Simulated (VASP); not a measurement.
# K (P6_3/mmc) in VASP: single point with PBEsol

Aim: the single point of K with PBEsol.

All numbers are computed with VASP 6.6.1; they aren't measurements. Logs are shortened: lines on timing, memory, paths and dates and some standing lists are left out, and cuts for length are marked.

**1. The crystal as given**

The structure is hexagonal, space group P6_3/mmc (No. 194). Conventional cell: a = 4.762 Å, b = 4.762 Å, c = 7.830 Å, α = 90.00°, β = 90.00°, γ = 120.00°.

This isn't the form of K at room conditions, which is bcc.

**2. Single point, PBEsol**

INCAR

```
PREC = Accurate
ENCUT = 520
EDIFF = 1E-6
ISMEAR = 0
SIGMA = 0.1
LREAL = False
LASPH = True
NELM = 100
ALGO = Normal
ISIF = 2
LWAVE = False
LCHARG = False
GGA = PS
NBANDS = 16
```

KPOINTS

```
regular mesh
0
Gamma
  6 6 4
```

POSCAR

```
K
1.0
    4.7623960204      0.0000000000      0.0000000000
   -2.3811980102      4.1243559365      0.0000000000
    0.0000000000      0.0000000000      7.8299713200
K
2
Direct
    0.3333333300      0.6666666700      0.2500000000
    0.6666666700      0.3333333300      0.7500000000
```

Potentials or basis: VASP PAW PBE potentials, release 64 (K_sv).

Run with:

```
> cat potpaw_PBE.64/K_sv/POTCAR > POTCAR
> mpirun -np 1 vasp_std > vasp.out
```

OUTCAR:

```text
PREC = Accurate
   ENCUT = 520
   EDIFF = 1E-6
   ISMEAR = 0
   LREAL = False
   LASPH = True
   NELM = 100
   ISIF = 2
   GGA = PS

 ion  position               nearest neighbor table
   1  0.333  0.667  0.250-
   2  0.667  0.333  0.750-

  LATTYP: Found a hexagonal cell.
 ALAT       =     4.7623960204
 C/A-ratio  =     1.6441243623

  Lattice vectors:

 A1 = (   4.7623960204,   0.0000000000,   0.0000000000)
 A2 = (  -2.3811980102,   4.1243559365,   0.0000000000)
 A3 = (   0.0000000000,   0.0000000000,   7.8299713200)

Analysis of symmetry for initial positions (statically):
=====================================================================
 Subroutine PRICEL returns:
 Original cell was already a primitive cell.

 Routine SETGRP: Setting up the symmetry group for a
 hexagonal supercell.

 Subroutine GETGRP returns: Found 24 space group operations
 (whereof 12 operations were pure point group operations)
 out of a pool of 24 trial point group operations.

The static configuration has the point symmetry D_3d.
 The point group associated with its full space group is D_6h.

Analysis of symmetry for dynamics (positions and initial velocities):
=====================================================================
 Subroutine PRICEL returns:
 Original cell was already a primitive cell.

 Routine SETGRP: Setting up the symmetry group for a
 hexagonal supercell.

 Subroutine GETGRP returns: Found 24 space group operations
 (whereof 12 operations were pure point group operations)
 out of a pool of 24 trial point group operations.

The dynamic configuration has the point symmetry D_3d.
 The point group associated with its full space group is D_6h.

 Subroutine INISYM returns: Found 24 space group operations
 (whereof 12 operations are pure point group operations),
 and found     1 'primitive' translations

----------------------------------------------------------------------------------------

                                     Primitive cell

  volume of cell :     153.7949

  direct lattice vectors                    reciprocal lattice vectors
     4.762396020  0.000000000  0.000000000     0.209978338  0.121231050  0.000000000
    -2.381198010  4.124355936  0.000000000     0.000000000  0.242462100  0.000000000
     0.000000000  0.000000000  7.829971320     0.000000000  0.000000000  0.127714389

  length of vectors
     4.762396020  4.762396020  7.829971320     0.242462100  0.242462100  0.127714389

  position of ions in fractional coordinates (direct lattice)
     0.333333330  0.666666670  0.250000000
     0.666666670  0.333333330  0.750000000

  ion indices of the primitive-cell ions
   primitive index   ion index
                 1           1
                 2           2

----------------------------------------------------------------------------------------

 KPOINTS: regular mesh

Automatic generation of k-mesh.
 Grid dimensions read from file:
 generate k-points for:    6    6    4

 Generating k-lattice:

  Cartesian coordinates                     Fractional coordinates (reciprocal lattice)
     0.034996390  0.020205175  0.000000000     0.166666667  0.000000000  0.000000000
     0.000000000  0.040410350  0.000000000     0.000000000  0.166666667  0.000000000
     0.000000000  0.000000000  0.031928597     0.000000000  0.000000000  0.250000000

  Length of vectors
     0.040410350  0.040410350  0.031928597

  Shift w.r.t. Gamma in fractional coordinates (k-lattice)
     0.000000000  0.000000000  0.000000000

 Subroutine IBZKPT returns following result:
 ===========================================

 Found     21 irreducible k-points:

 Following reciprocal coordinates:
            Coordinates               Weight
  0.000000  0.000000  0.000000      1.000000
  0.166667 -0.000000  0.000000      6.000000
  0.333333 -0.000000  0.000000      6.000000
  0.500000  0.000000  0.000000      3.000000
  0.166667  0.166667  0.000000      6.000000
  0.333333  0.166667  0.000000     12.000000
[... 13 lines left out ...]
  0.333333  0.166667  0.500000     12.000000
  0.333333  0.333333  0.500000      2.000000
   k-points           NKPTS =     21   k-points in BZ     NKDIM =     21   number of bands    NBANDS=     16
   number of dos      NEDOS =    301   number of ions     NIONS =      2
   total plane-waves  NPLWV =  77760
   dimension x,y,z NGX =    36 NGY =   36 NGZ =   60
   dimension x,y,z NGXF=    72 NGYF=   72 NGZF=  120
   ions per type =               2
   NGX,Y,Z   is equivalent  to a cutoff of  12.57, 12.57, 12.74 a.u.
   NGXF,Y,Z  is equivalent  to a cutoff of  25.13, 25.13, 25.48 a.u.
 SYSTEM =  unknown system
   PREC   = accura    normal or accurate (medium, high low for compatibility)
   ISTART =      0    job   : 0-new  1-cont  2-samecut
   ICHARG =      2    charge: 1-file 2-atom 10-const
   ISPIN  =      1    spin polarized calculation?
   LNONCOLLINEAR =      F non collinear calculations
   LSORBIT =      F    spin-orbit coupling
   LASPH  =      T    aspherical Exc in radial PAW
   ENCUT  =  520.0 eV  38.22 Ry    6.18 a.u.   8.85  8.85 14.56*2*pi/ulx,y,z
   NELM   =    100;   NELMIN=  2; NELMDL= -5     # of ELM steps
   EDIFF  = 0.1E-05   stopping-criterion for ELM
[... 8 lines left out ...]
   TEBEG  =    0.0;   TEEND  =   0.0 temperature during run
   PSTRESS=    0.0 pullay stress
   NELECT =      18.0000    total number of electrons
   NUPDOWN=      -1.0000    fix difference up-down
   EMIN   =  10.00;   EMAX   =-10.00  energy-range for DOS
   EFERMI =   0.00;   METHOD = LEGACY
   ISMEAR =     0;   SIGMA  =   0.10  broadening in eV -4-tet -1-fermi 0-gaus
   EFERMI_NEDOS =   21; number of points for ismear=-14 and -15
   IALGO  =     38    algorithm
   IMIX   =      4    mixing-type and parameters
     AMIX     =   0.40;   BMIX     =  1.00
     AMIX_MAG =   1.60;   BMIX_MAG =  1.00
  volume/ion in A,a.u.               =      76.90       518.93
  Fermi-wavevector in a.u.,A,eV,Ry     =   0.800790  1.513273  8.724925  0.641264
  Thomas-Fermi vector in A             =   1.908153
   LORBIT       =      0    0 simple, 1 ext, 2 COOP (PROOUT), +10 PAW based schemes
   GGA     = PS    functional components
   LHFCALC =     F    Hartree Fock is set to
   AEXX    =    0.0000 exact exchange contribution
   IVDW    =     0    specifies the selected vdW correction
   LEPSILON=     F    determine dielectric tensor
   LRPA    =     F    only Hartree local field effects (RPA)
 non-spin polarized calculation
 Gauss-broadening in eV      SIGMA  =   0.10
  energy-cutoff  :      520.00
  volume of cell :      153.79
 maximum number of plane-waves:      4170
 NGX is ok and might be reduce to    36
   NGX = 17   NGY = 17   NGZ = 29

 number of electron      18.0000001 magnetization

 Free energy of the ion-electron system (eV)
  ---------------------------------------------------
  ext. energy  EPLUGINS =         0.00000000
  ---------------------------------------------------
  free energy    TOTEN  =        -2.26199715 eV

  energy without entropy =       -2.25791733  energy(sigma->0) =       -2.25995724

 E-fermi :  -0.2769     XC(G=0):  -5.5864

 val. band max:       -0.3848011996   @ k =   0.3333   0.1667   0.2500
 cond. band min:      -0.1520700144   @ k =   0.1667   0.1667   0.2500
 fundamental gap:      0.2327311852
 Fermi energy:        -0.2769155422

 k-point     1 :       0.0000    0.0000    0.0000
  band No.  band energies     occupation
      1     -32.2767      2.00000
      2     -32.2738      2.00000
      3     -15.8468      2.00000
      4     -15.7977      2.00000
      5     -15.7977      2.00000
      6     -15.7904      2.00000
[... 8 lines left out ...]
     15       4.1761      0.00000
     16       4.1761      0.00000

 k-point     2 :       0.1667   -0.0000    0.0000
  band No.  band energies     occupation
      1     -32.2760      2.00000
      2     -32.2734      2.00000
      3     -15.8419      2.00000
      4     -15.8088      2.00000
      5     -15.8013      2.00000
      6     -15.8012      2.00000
[... 8 lines left out ...]
     15       3.9671      0.00000
     16       4.2007      0.00000

 k-point     3 :       0.3333   -0.0000    0.0000
  band No.  band energies     occupation
      1     -32.2745      2.00000
      2     -32.2728      2.00000
      3     -15.8313      2.00000
      4     -15.8302      2.00000
      5     -15.8234      2.00000
      6     -15.8078      2.00000
[... 8 lines left out ...]
     15       3.8821      0.00000
     16       4.2737      0.00000

 k-point     4 :       0.5000    0.0000    0.0000
  band No.  band energies     occupation
      1     -32.2736      2.00000
      2     -32.2727      2.00000
      3     -15.8427      2.00000
      4     -15.8342      2.00000
      5     -15.8218      2.00000
      6     -15.8110      2.00000
[... 8 lines left out ...]
     15       3.7192      0.00000
     16       4.5319      0.00000

 k-point     5 :       0.1667    0.1667    0.0000
  band No.  band energies     occupation
      1     -32.2749      2.00000
      2     -32.2729      2.00000
      3     -15.8335      2.00000
      4     -15.8214      2.00000
      5     -15.8199      2.00000
      6     -15.8055      2.00000
[... 8 lines left out ...]
     15       3.5633      0.00000
     16       4.2171      0.00000

 k-point     6 :       0.3333    0.1667    0.0000
  band No.  band energies     occupation
      1     -32.2736      2.00000
      2     -32.2727      2.00000
      3     -15.8367      2.00000
      4     -15.8297      2.00000
      5     -15.8219      2.00000
      6     -15.8153      2.00000
[... 8 lines left out ...]
     15       3.1748      0.00000
     16       3.7177      0.00000
[... 210 lines left out ...]
 k-point    18 :       0.5000    0.0000    0.5000
  band No.  band energies     occupation
      1     -32.2731      2.00000
      2     -32.2731      2.00000
      3     -15.8454      2.00000
      4     -15.8454      2.00000
      5     -15.8057      2.00000
      6     -15.8057      2.00000
[... 8 lines left out ...]
     15       4.0287      0.00000
     16       4.0287      0.00000

 k-point    19 :       0.1667    0.1667    0.5000
  band No.  band energies     occupation
      1     -32.2739      2.00000
      2     -32.2739      2.00000
      3     -15.8293      2.00000
      4     -15.8293      2.00000
      5     -15.8072      2.00000
      6     -15.8072      2.00000
[... 8 lines left out ...]
     15       3.7692      0.00000
     16       3.7692      0.00000

 k-point    20 :       0.3333    0.1667    0.5000
  band No.  band energies     occupation
      1     -32.2731      2.00000
      2     -32.2731      2.00000
      3     -15.8400      2.00000
      4     -15.8400      2.00000
      5     -15.8137      2.00000
      6     -15.8137      2.00000
[... 8 lines left out ...]
     15       3.8345      0.00000
     16       3.8345      0.00000

 k-point    21 :       0.3333    0.3333    0.5000
  band No.  band energies     occupation
      1     -32.2729      2.00000
      2     -32.2729      2.00000
      3     -15.8357      2.00000
      4     -15.8357      2.00000
      5     -15.8249      2.00000
      6     -15.8249      2.00000
[... 8 lines left out ...]
     15       4.0844      0.00000
     16       4.0844      0.00000

------------------------ aborting loop because EDIFF is reached ----------------------------------------

  FORCE on cell =-STRESS in cart. coord.  units (eV):
  Direction    XX          YY          ZZ          XY          YZ          ZX
  --------------------------------------------------------------------------------------
  -------------------------------------------------------------------------------------
  Total       -0.1642157     -0.1642157     -0.4243548      0.0000000      0.0000000      0.0000000
  in kB       -1.7107377     -1.7107377     -4.4207697      0.0000000      0.0000000      0.0000000
  external PRESSURE =      -2.6140817 kB  Pullay stress =       0.0000000 kB

 VOLUME and BASIS-vectors are now :
 -----------------------------------------------------------------------------
  energy-cutoff  :      520.00
  volume of cell :      153.79
      direct lattice vectors                 reciprocal lattice vectors
     4.762396020  0.000000000  0.000000000     0.209978338  0.121231050  0.000000000
    -2.381198010  4.124355936  0.000000000     0.000000000  0.242462100  0.000000000
     0.000000000  0.000000000  7.829971320     0.000000000  0.000000000  0.127714389

 POSITION                                       TOTAL-FORCE (eV/Angst)
 -----------------------------------------------------------------------------------
     -0.00000      2.74957      1.95749         0.000000     -0.000000      0.000000
      2.38120      1.37479      5.87248        -0.000000      0.000000      0.000000
 -----------------------------------------------------------------------------------
    total drift:                               -0.000006      0.000003     -0.000000

  FREE ENERGIE OF THE ION-ELECTRON SYSTEM (eV)
  ---------------------------------------------------
  free  energy   TOTEN  =        -2.2619971549 eV

  energy  without entropy=       -2.2579173257  energy(sigma->0) =       -2.25995724
```

It took 82 s on 1 thread of AMD EPYC 7R43 (Zen 3), shared host; peak memory 0.21 GiB.

What came out:

```yaml
Free_energy: -2.2620 eV
Pressure: -0.3 GPa
Band_gap_on_the_k_mesh: none (metal or under the smearing width)
```

Caveat: the PAW data sets were made with another functional, which shifts forces and pressure a little.
